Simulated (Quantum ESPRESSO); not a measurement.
# Tc: band structure with PBE

The system is Tc.

```
Tc
1.0
     2.74000    0.00000    0.00000
    -1.37000    2.37291    0.00000
     0.00000    0.00000    4.39800
Tc
2
Cartesian
  1.3700 0.7910 3.2985
  0.0000 1.5819 1.0995
```

```
Program             : Quantum ESPRESSO 7.5
Task                : band structure
Functional          : PBE
Potentials or basis : PseudoDojo 0.5 SR PBE standard
Cutoff              : 1143 eV
Density cutoff      : 4572 eV
k mesh              : 11 × 11 × 6
Occupations         : fermi-dirac, width 0.05 eV
Spin                : no spin polarisation
Mixing beta         : 0.5
Most SCF iterations : 120
SCF threshold       : 4e-10 Ry
```

* Pressure: 3.3 GPa
* Band gap on the k mesh: none (metal or under the smearing width)

Levels at the corners of the path, in eV from the Fermi level:
| point | band 13 | band 14 | band 15 | band 16 | band 17 | band 18 |
| --- | --- | --- | --- | --- | --- | --- |
| Γ | -1.48 | -0.83 | -0.83 | -0.11 | -0.11 | 1.68 |
| M | -1.14 | -0.92 | -0.50 | 2.94 | 3.33 | 3.37 |
| K | -1.88 | -1.88 | -0.04 | 2.31 | 2.31 | 2.71 |
| Γ | -1.48 | -0.83 | -0.83 | -0.11 | -0.11 | 1.68 |
| A | -1.67 | -1.67 | -1.67 | -1.67 | 1.87 | 1.87 |
| L | 0.15 | 0.15 | 1.44 | 1.44 | 3.20 | 3.20 |
| H | -1.77 | -1.77 | -0.09 | -0.09 | 2.62 | 2.62 |
| A | -1.67 | -1.67 | -1.67 | -1.67 | 1.87 | 1.87 |
| L | 0.15 | 0.15 | 1.44 | 1.44 | 3.20 | 3.20 |
| M | -1.14 | -0.92 | -0.50 | 2.94 | 3.33 | 3.37 |
| K | -1.88 | -1.88 | -0.04 | 2.31 | 2.31 | 2.71 |
| H | -1.77 | -1.77 | -0.09 | -0.09 | 2.62 | 2.62 |

Wall time 54 s on 1 thread of AMD EPYC 7B13 (Zen 3) (shared host), peak memory 0.1 GiB.
